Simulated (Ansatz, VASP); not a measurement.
# PbS in VASP and in Ansatz

```
Pb S
1.0
     0.02965    2.97982    2.97982
     2.97982    0.02965    2.97982
     2.97982    2.97982    0.02965
Pb S
1 1
Cartesian
  0.0000 0.0000 0.0000
  2.9947 2.9947 2.9947
```

Change from the starting cell: equal xy, yz and zx shear strains of +1 %, crystal datasets.

Alike in both runs: task electric field gradients; functional PBE; k mesh 8 × 8 × 8; occupations fermi-dirac, width 0.01 eV; no spin polarisation.

|  | VASP | Ansatz |
| --- | --- | --- |
| version | VASP 6.6.1 | Ansatz 0.2.0 |
| potentials or method | VASP PAW PBE potentials, release 64 (Pb_d, S), cutoff 520 eV | all-electron PAW with datasets made for the crystal, scalar-relativistic |

```csv
,VASP,Ansatz,Ansatz less VASP
pressure (GPa),2.2,2.3,+0.08
largest component of the traceless stress (GPa),0.20,0.20,0.000
Vzz of the field gradient on the site that differs most (V/Å²),-2.2,-4.4,-2.19
```

Ansatz ran all-electron here, so the differences hold the error of VASP's frozen core and of both bases. Ansatz warned: «gradients_without_spin_orbit».
